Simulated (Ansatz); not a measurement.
WS₂: clamped-ion strain scan

Method: Ansatz 0.2.0, DFT PBEsol+D3(BJ), scalar-relativistic, plane waves, PAW. The runs took a 420 eV cutoff, a Γ-centred 12×12×4 mesh and Gaussian smearing (0.05 eV). Spin–orbit coupling is left out, which matters for the heavy elements here. No spin polarisation. Energies are free energies at this smearing, counted from the undisturbed cell; pressure is positive in compression.

Zero of the scan (relaxed at this level):

```
W S
1.0
     3.11473    0.00000    0.00000
    -1.55736    2.69743    0.00000
     0.00000    0.00000   11.77225
W S
2 4
Direct
  0.33333 0.66667 0.25000
  0.66667 0.33333 0.75000
  0.33333 0.66667 0.61645
  0.66667 0.33333 0.11645
  0.33333 0.66667 0.88355
  0.66667 0.33333 0.38355
```

The cell is strained by ε times the Voigt pattern (0, 0, 0, 1, 0, 0) (xx, yy, zz, yz, xz, xy; engineering shear) with fractional coordinates fixed.

```
      ε  ΔE (meV/atom) stress summed along the pattern (GPa, tension positive) pressure (GPa) gap on the mesh (eV)
-0.0600           33.7                                                   -10.91             0.9                  0.63
-0.0300              ?                                                        ?             0.2                  0.65
 0.0000            0.0                                                     0.00             0.0                  0.66
 0.0075            0.5                                                     1.36             0.0                  0.66
 0.0150            2.1                                                     2.72             0.1                  0.66
 0.0225              ?                                                        ?             0.1                  0.65
 0.0375           13.1                                                     6.81             0.4                  0.65
 0.0450           18.9                                                     8.18             0.5                  0.64
 0.0525           25.8                                                     9.54             0.7                  0.64
```

By symmetry 0.0600 repeats -0.0600, -0.0450 repeats 0.0450, 0.0300 repeats -0.0300, -0.0150 repeats 0.0150 in energy, with the opposite slope along the path.

Problem. Give the withheld values.

Solution. ΔE (meV/atom) at ε = -0.0300: 8.4; stress summed along the pattern (GPa, tension positive) at ε = -0.0300: -5.45; ΔE (meV/atom) at ε = 0.0225: 4.7; stress summed along the pattern (GPa, tension positive) at ε = 0.0225: 4.09.

Cost: 9 runs of about 3.4 core-minutes in all, on Intel Xeon Platinum 8259CL (Skylake/Cascade Lake) (shared hosts).